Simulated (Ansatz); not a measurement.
# V_N-Cd_Al in AlN (P6_3mc): charge-transition levels and formation energies, part 2 of 2

Charge states of V_N-Cd_Al in AlN (P6_3mc), set against the band edges. Model: a cell of 72 host atoms with 1 site emptied and Cd put on another atom's site.

Ansatz; place-levels on r2SCAN runs: charge-transition levels and formation energies with image-charge correction and potential alignment at the atomic sites; PAW set soft_1.

So far: The starting structure; Charge states.

## (3) Placing the levels, r2SCAN

A charged cell interacts with its images and the background, and its potential has another zero than the host's. place-levels removes the first by a point-charge model, screened by the static dielectric constant since the ions have relaxed around the charge, and the second by comparing potentials at atoms far from the defect.

The host is a run of the defect-free crystal in the same cutoffs, grids and k-points, so that basis and sampling errors cancel in part in the differences. The host is run in a cell of 8 atoms on a matching mesh. Its band edges are searched through the zone by a band path, so the gap is smaller than, or equal to, that on the mesh. Chemical potentials are energies per atom of N (N2 molecule), Al (fcc) and Cd (hcp), run with the same functional and cutoff.

The input, levels.point.yaml:

```yaml
host:
  run: host.point.run
states: [qm1_M1.point.run, q0.point.run, q0_M2.point.run, qp1_M1.point.run, qp2.point.run, qp2_M2.point.run, qp3_M1.point.run]
geometry_from:
  qm1_M1.point.run: qm1_M1.relax.run
  q0.point.run: q0.relax.run
  q0_M2.point.run: q0_M2.relax.run
  qp1_M1.point.run: qp1_M1.relax.run
  qp2.point.run: qp2.relax.run
  qp2_M2.point.run: qp2_M2.relax.run
  qp3_M1.point.run: qp3_M1.relax.run
  host.point.run: host.relax.run
chemical_potentials:
  "N":
    energy: -384.814403
    dataset: "<sha256 of the dataset>"
  Al:
    energy: -540.418346
    dataset: <sha256 of the dataset>
  Cd:
    energy: -8268.253598
    dataset: "<sha256 of the dataset>"
epsilon: [4.49, 4.49, 4.72]
static_epsilon: [8.15, 8.15, 9.65]
vertical:
  - { from: qm1_M1.point.run, to: qm1_M1.point_neutral.run }
  - { from: qp1_M1.point.run, to: qp1_M1.point_neutral.run }
  - { from: qp2.point.run, to: qp2.point_neutral.run }
  - { from: qp2_M2.point.run, to: qp2_M2.point_neutral.run }
  - { from: qp3_M1.point.run, to: qp3_M1.point_neutral.run }
```

Started as:

```bash
ansatz place-levels levels.point.yaml -- --threads 8 --pin off --max-ram 15073MiB
```

What it wrote:

```text
[... repeated set-up lines and file paths are left out, and long positions are rounded to six places ...]
(+3/+2) 0.055 eV beneath the valence edge (-0.660 eV without the band-filling correction), in the valence band
(+2/+1) 0.171 eV above the valence edge, 4.707 eV under the conduction edge
(+1/0) 0.585 eV above the valence edge, 4.292 eV under the conduction edge
(0/-1) 4.298 eV above the valence edge, 0.579 eV under the conduction edge
formation energy of charge +3: +6.973 eV with the Fermi level at the valence edge
formation energy of charge +2: +6.918 eV with the Fermi level at the valence edge
formation energy of charge +1: +7.089 eV with the Fermi level at the valence edge
formation energy of charge 0: +7.675 eV with the Fermi level at the valence edge
formation energy of charge -1: +11.973 eV with the Fermi level at the valence edge
vertical -1 to 0: no energy, since no alignment is typed
  the change from vertical[0].from (qm1_M1.point.run) to vertical[0].to (qm1_M1.point_neutral.run): by its potential at epsilon [4.49, 4.49, 4.72] it stands at 0.550 0.447 0.443, with an rms radius of about 2.1 Å (0.9 1.2 1.4 Å across the planes of the cell's [...]
vertical +1 to 0: no energy, since no alignment is typed
  the change from vertical[1].from (qp1_M1.point.run) to vertical[1].to (qp1_M1.point_neutral.run): by its potential at epsilon [4.49, 4.49, 4.72] it stands at 0.570 0.467 0.471, with an rms radius of about 1.6 Å (1.0 0.9 0.9 Å across the planes of the cell's [...]
vertical +2 to 0: no energy, since no alignment is typed
  the change from vertical[2].from (qp2.point.run) to vertical[2].to (qp2.point_neutral.run): by its potential at epsilon [4.49, 4.49, 4.72] it stands at 0.564 0.465 0.475, with an rms radius of about 1.5 Å (1.0 0.9 0.7 Å across the planes of the cell's [...]
vertical +2 to 0: no energy, since no alignment is typed
  the change from vertical[3].from (qp2_M2.point.run) to vertical[3].to (qp2_M2.point_neutral.run): by its potential at epsilon [4.49, 4.49, 4.72] it stands at 0.704 0.508 0.497, with an rms radius of about 2.4 Å (1.4 1.1 1.6 Å across the planes of the cell's [...]
vertical +3 to 0: no energy, since no alignment is typed
  the change from vertical[4].from (qp3_M1.point.run) to vertical[4].to (qp3_M1.point_neutral.run): by its potential at epsilon [4.49, 4.49, 4.72] it stands at 0.646 0.491 0.483, with an rms radius of about 2.2 Å (1.5 1.1 1.3 Å across the planes of the cell's [...]
  edges by r2scan, gap 4.878 eV; the host is sampled to repeats of 18.64 Å
  the defect's cells are sampled to repeats of 18.64 Å, like sampling
  charge +3: -40781.7090 eV with its correction of +2.576 eV, at epsilon [8.15, 8.15, 9.65], aligned at sites: +0.0702 eV, mean over 32 atomic sites at or beyond 4.66 Å from the defect at [0.6667, 0.5000, 0.4700], with +0.037468 for the charge's moments and [...]
  charge +2: -40775.4510 eV with its correction of +1.576 eV, at epsilon [8.15, 8.15, 9.65], aligned at sites: +0.1182 eV, mean over 32 atomic sites at or beyond 4.66 Å from the defect at [0.6667, 0.5000, 0.4700], with +0.031184 for the charge's moments and [...]
  charge +1: -40768.3617 eV with its correction of +0.597 eV, at epsilon [8.15, 8.15, 9.65], aligned at sites: +0.1420 eV, mean over 32 atomic sites at or beyond 4.66 Å from the defect at [0.6667, 0.5000, 0.4700], with +0.029362 for the charge's moments and [...]
  charge 0: +0.082 eV for its dipole among its images, +0.000 omitted
  charge -1: -40749.6416 eV with its correction of +0.059 eV, at epsilon [8.15, 8.15, 9.65], aligned at sites: +0.2035 eV, mean over 32 atomic sites at or beyond 4.66 Å from the defect at [0.6667, 0.5000, 0.4700], with +0.000000 for the charge's moments and [...]
  charge +2: states[5] (qp2_M2.point.run) stands 0.352 eV higher, with a moment of 2.00 μB against 0.00
  charge 0: states[2] (q0_M2.point.run) stands 3.110 eV higher, with a moment of 2.00 μB against 0.00
  of states[6] (qp3_M1.point.run): it parts from the run at its places by a charge that spreads by about 1.5 Å along one vector (1.4 Å or more is wide), by its potential at epsilon [4.49, 4.49, 4.72], taken for that of held ions (one typed too small widens [...]
  of states[4] (qp2.point.run): it parts from the run that its charge is read beside by 2 carriers, of which the mean alone is read, by its potential at epsilon [4.49, 4.49, 4.72], taken for that of held ions (one typed too small widens it): that is narrow, [...]
  of states[3] (qp1_M1.point.run): the far atoms show a dipole or second moment of the defect's charge, for which the correction takes or leaves out 0.221 eV: further moments aren't read, and the relaxed atoms' own pattern can pass for one, so compare a [...]
  of states[1] (q0.point.run): the far atoms show a dipole or second moment of the defect's charge, for which the correction takes or leaves out 0.082 eV: further moments aren't read, and the relaxed atoms' own pattern can pass for one, so compare a larger [...]
  of states[0] (qm1_M1.point.run): stability_check_not_made
  of states[5] (qp2_M2.point.run): it parts from the run at its places by a charge that spreads by about 1.4 Å along one vector (1.4 Å or more is wide), by its potential at epsilon [4.49, 4.49, 4.72], taken for that of held ions (one typed too small widens [...]
  of states[2] (q0_M2.point.run): the far atoms show a dipole or second moment of the defect's charge, for which the correction takes or leaves out 0.068 eV: further moments aren't read, and the relaxed atoms' own pattern can pass for one, so compare a larger [...]
  of vertical[0].from (qm1_M1.point.run): stability_check_not_made
  of vertical[1].from (qp1_M1.point.run): stability_check_not_made
  of vertical[2].from (qp2.point.run): it parts from the run that its charge is read beside by 2 carriers, of which the mean alone is read, by its potential at epsilon [4.49, 4.49, 4.72], taken for that of held ions (one typed too small widens it): that is [...]
  of vertical[3].from (qp2_M2.point.run): its moments are held at its close (magnetization.spin_locking), by a field of 0.020 eV a Bohr magneton, and its energy and levels are of the state that this holds: a run that lets them go can end lower; [...]
  of vertical[4].from (qp3_M1.point.run): stability_check_not_made; [...]
```

Run time: 0.63 s. Hardware: 8 threads of Arm Neoverse V2, shared host.

Levels between the charges placed, in eV above the valence top:

|  | gap (eV) | (+3/+2) | (+2/+1) | (+1/0) | (0/−1) |
| --- | --- | --- | --- | --- | --- |
| r2SCAN | 4.88 | -0.06 | 0.17 | 0.59 | 4.30 |

Corrections by state:

| charge | moment (μB) | image terms and alignment (eV) | band filling (eV) | ε used | over the lowest of its charge, as the program ranks them, band filling apart (eV) |
| --- | --- | --- | --- | --- | --- |
| +3 | 1.0 | 2.576 | -0.605 | principal values (8.15, 8.15, 9.65) | 0.000 |
| +2 | 0.0 | 1.576 | - | principal values (8.15, 8.15, 9.65) | 0.000 |
| +1 | 1.0 | 0.597 | - | principal values (8.15, 8.15, 9.65) | 0.000 |
| 0 | 0.0 | 0.082 | - | - | 0.000 |
| −1 | 1.0 | 0.059 | - | principal values (8.15, 8.15, 9.65) | 0.000 |
| +2 | 2.0 | 1.259 | - | principal values (8.15, 8.15, 9.65) | 0.352 |
| 0 | 2.0 | 0.000 | - | - | 3.110 |

The charged structures listed were also run neutral, and place-levels reads from each pair, by the potential or the spins, how wide the charge is by which they differ; that can be the carrier of either run.

```csv
charge,rms radius (Å),spread where it is widest against the cell (Å),wide from (Å),reading
+3,2.2,1.45,1.40,wide
+2,1.5,1.01,1.40,narrow
+1,1.6,1.04,1.40,narrow
−1,2.1,1.24,1.40,narrow
```

The neutral runs of these pairs need not share the spin of the lowest neutral state, and very wide values only mean spread over the cell.

From the program's caveats on the states, each cut to its opening words:

- charge +3 (1 μB): it parts from the run at its places by a charge that spreads by about 1.5 Å along one vector (1.4 Å or more is wide), by its potential at epsilon [4.49, 4.49, [...]
- charge +3 (1 μB): a band-filling correction moves a carrier to the host's band edge, which changes its energy by -0.605 eV
- charge +3 (1 μB): its alignment with the host at atomic sites is doubtful: the mean over the far sites moves by -0.0863 eV from their farther parts to their nearer, more than [...]
- charge +3 (1 μB): the far atoms show a dipole or second moment of the defect's charge, for which the correction takes or leaves out 0.112 eV: further moments aren't read, and [...]
- charge +3 (1 μB), +1 (1 μB), −1 (1 μB), +2 (2 μB), 0 (2 μB): flagged: stability check not made
- charge +2: it parts from the run that its charge is read beside by 2 carriers, of which the mean alone is read, by its potential at epsilon [4.49, 4.49, 4.72], taken for [...]
- charge +2: its alignment with the host at atomic sites is doubtful: the mean over the far sites moves by -0.0588 eV from their farther parts to their nearer, more than [...]
- charge +2: the far atoms show a dipole or second moment of the defect's charge, for which the correction takes or leaves out 0.351 eV: further moments aren't read, and [...]
- charge +1 (1 μB): the far atoms show a dipole or second moment of the defect's charge, for which the correction takes or leaves out 0.221 eV: further moments aren't read, and [...]
- charge 0: the far atoms show a dipole or second moment of the defect's charge, for which the correction takes or leaves out 0.082 eV: further moments aren't read, and [...]
- charge +2 (2 μB): it parts from the run at its places by a charge that spreads by about 1.4 Å along one vector (1.4 Å or more is wide), by its potential at epsilon [4.49, 4.49, [...]
- charge +2 (2 μB): its alignment with the host at atomic sites is doubtful: the mean over the far sites moves by -0.0688 eV from their farther parts to their nearer, more than [...]
- charge +2 (2 μB), 0 (2 μB): the far atoms show a dipole or second moment of the defect's charge, for which the correction takes or leaves out 0.068 eV: further moments aren't read, and [...]
- charge +2 (2 μB): its moments are held at its close (magnetization.spin_locking), by a field of 0.020 eV a Bohr magneton, and its energy and levels are of the state that this [...]

The host's formation energy from the elements is -1.627 eV per atom; it sets how far the chemical potentials can move.

Limit set by the element alone; other compounds of these elements are not counted. Chemical potentials from the elements' reference states: Al 0.00 eV, N -3.25 eV, Cd 0.00 eV. Formation energies (Al-rich), with the Fermi level at the valence top and at the conduction bottom (gap 4.88 eV):

```csv
charge,at valence top (eV),at conduction bottom (eV),correction included (eV)
+3,3.72,18.35,1.97
+2,3.66,13.42,1.58
+1,3.84,8.71,0.60
0,4.42,4.42,0.08
−1,8.72,3.84,0.06
```

Fermi level (eV), lowest formation energy (eV) and a bar from the least value:
```
     0.00       3.66 
     0.44       4.28 ########################
     0.89       4.42 ##############################
     1.33       4.42 ##############################
     1.77       4.42 ##############################
     2.22       4.42 ##############################
     2.66       4.42 ##############################
     3.11       4.42 ##############################
     3.55       4.42 ##############################
     3.99       4.42 ##############################
     4.43       4.28 #########################
     4.88       3.84 #######
```

Limit set by the element alone; other compounds of these elements are not counted. Chemical potentials from the elements' reference states: N 0.00 eV, Al -3.25 eV, Cd 0.00 eV. Formation energies (N-rich), with the Fermi level at the valence top and at the conduction bottom (gap 4.88 eV):

```csv
charge,at valence top (eV),at conduction bottom (eV),correction included (eV)
+3,3.72,18.35,1.97
+2,3.66,13.42,1.58
+1,3.84,8.71,0.60
0,4.42,4.42,0.08
−1,8.72,3.84,0.06
```

(Fermi level (eV), lowest formation energy (eV)): (0.00, 3.66), (0.44, 4.28), (0.89, 4.42), (1.33, 4.42), (1.77, 4.42), (2.22, 4.42), (2.66, 4.42), (3.11, 4.42), (3.55, 4.42), (3.99, 4.42), (4.43, 4.28), (4.88, 3.84)

## (4) The same at the relaxations' own k-points

The relaxations' own energies give the levels at their sampling, for comparison.

The input, levels.relax_mesh.yaml:

```yaml
host:
  run: host.relax.run
states: [qm1_M1.relax.run, q0.relax.run, q0_M2.relax.run, qp1_M1.relax.run, qp2.relax.run, qp2_M2.relax.run, qp3_M1.relax.run]
chemical_potentials:
  "N":
    energy: -384.814403
    dataset: "<sha256 of the dataset>"
  Al:
    energy: -540.418346
    dataset: <sha256 of the dataset>
  Cd:
    energy: -8268.253598
    dataset: "<sha256 of the dataset>"
```

Started as:

```bash
ansatz place-levels levels.relax_mesh.yaml -- --threads 8 --pin off --max-ram 15073MiB
```

What it wrote:

```text
[...]
(+2/+1) 0.260 eV above the valence edge, 4.626 eV under the conduction edge
(+1/0) 0.661 eV above the valence edge, 4.224 eV under the conduction edge
(0/-1) 4.279 eV above the valence edge, 0.607 eV under the conduction edge
formation energy of charge +3: +7.038 eV with the Fermi level at the valence edge
formation energy of charge +2: +6.983 eV with the Fermi level at the valence edge
formation energy of charge +1: +7.243 eV with the Fermi level at the valence edge
formation energy of charge 0: +7.904 eV with the Fermi level at the valence edge
formation energy of charge -1: +12.183 eV with the Fermi level at the valence edge
  edges by r2scan, gap 4.886 eV; the host is sampled to repeats of 13.64 Å
[... the lines on each state left out ...]
```

Elapsed: 0.18 s, on 8 threads.

Levels between neighbouring charges, in eV above the valence top:

```csv
,gap (eV),(+3/+2),(+2/+1),(+1/0),(0/−1)
"one point at (¼, ¼, ¼)",4.89,-0.06,0.26,0.66,4.28
a 2×2×2 shifted mesh,4.88,-0.06,0.17,0.59,4.30
```

Going from one point at (¼, ¼, ¼) to a 2×2×2 shifted mesh moves the levels that carry no band-filling term by up to 0.09 eV and formation energies against the elements by up to 0.23 eV; band-filling terms, which differ between samplings, are in these energies.

## (5) Results

* gap of the host: 4.88 eV (r2SCAN)
* level (plus 3/plus 2): 0.06 eV below the valence top (-0.66 eV above the valence top without the band-filling term)
* level (plus 2/plus 1): 0.17 eV above the valence top
* level (plus 1/0): 0.59 eV above the valence top
* level (0/minus 1): 4.30 eV above the valence top
* lowest of the charges placed, just above the valence top (0.02 eV): +2
* lowest of the charges placed, just below the conduction bottom (0.02 eV): −1
* lowest formation energy at mid-gap of the charges run, Al-rich: 4.42 eV
* lowest formation energy at mid-gap of the charges run, N-rich: 4.42 eV

**Reading.** Of the charges placed (−1, 0, +1, +2 and +3), the lowest changes at 0.17 eV (+2/+1), 0.59 eV (+1/0) and 4.30 eV (0/−1) above the valence top, in a gap of 4.88 eV. (+2/+1) lies nearer to a band edge than the share of the finite-size correction in it (0.98 eV), and that correction holds for a localised charge alone. Charges below −1 were not placed, so these runs say nothing of levels that involve them. States placed: +3 at 1 μB; +2 at 0 μB and 2 μB; +1 at 1 μB; 0 at 0 μB and 2 μB; −1 at 1 μB. Other spin states or structures, where not listed, weren't placed. The program finds carriers beyond a band edge of the host and adds a band-filling term at charge +3 (-0.60 eV); steps to such a charge show no bound level, and a defect level inside a band would be read the same way. Corrections reach 2.6 eV, so the cell is small for these charges and their levels are rough. Cd is taken at its element; compounds, which aren't counted here, bound the chemical potentials and would shift these formation energies. Going from one point at (¼, ¼, ¼) to a 2×2×2 shifted mesh moves the levels that carry no band-filling term by up to 0.09 eV and formation energies against the elements by up to 0.23 eV; band-filling terms, which differ between samplings, are in these energies. The program doubts the alignment of potentials for at least one state, a sign that the cell is small. Limits: r2SCAN makes the gap too small and tends to spread out bound carriers; where a gas molecule sets a chemical potential or the host's formation energy, its binding is uncorrected; spin–orbit coupling, which can matter with heavy atoms, is left out; force components of up to 0.13 eV/Å remain in a run at the final settings.

[Logs are printed without paths, hosts, clocks, repeated set-up lines and the standing remarks that a program may print on its own settings, such as how far it seeks lower states.]

[Hosts, paths, dates, database ids (printed as entryN), source tags and the programs' standing remarks are cut or masked in the printed files.]

[Where a table of states has a column of steps, it counts the stored structures, which are thinned; the runs took as many ionic steps or more.]

[A defect's name tells the site on which it was built; relaxed atoms can leave that site.]

[For some hosts the program warned that the k-mesh of the response run may be too coarse for force constants and the static dielectric constant; such warnings are not shown here.]
